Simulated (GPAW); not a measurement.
The system is InGaAs2.

```
In As Ga
1.0
     4.22500    0.00000    0.00000
     0.00000    4.22500    0.00000
     0.00000    0.00000    5.96215
In As Ga
1 2 1
Direct
  0.00000 0.00000 0.50000
  0.00000 0.50000 0.23153
  0.50000 0.00000 0.76848
  0.50000 0.50000 0.00000
```

The cell comes from a database or a generator and needn't be the stable form of this composition.

Base run:

| Property | Result |
| --- | --- |
| Program | GPAW 26.7.0 |
| Functional | LDA |
| Potentials or basis | the program's PAW data sets (release 1.2.1) made for this functional |
| Cutoff | 600 eV |
| Basis | pw |
| k mesh | 5 × 5 × 4 |
| Occupations | fermi-dirac, width 0.05 eV |
| Spin | no spin polarisation |

Its results: pressure -4.1 GPa; largest force 0.056 eV/Å.

Question: The run is repeated on the same cell with these changes: cutoff from 600 eV to 450 eV. What comes out?

Answer: Pressure -4.6 GPa; largest force 0.056 eV/Å.

Caveats: the cutoff is short for stress and forces, so pressures can be off by a GPa or more (some runs).

Not every run made on this cell is shown here.
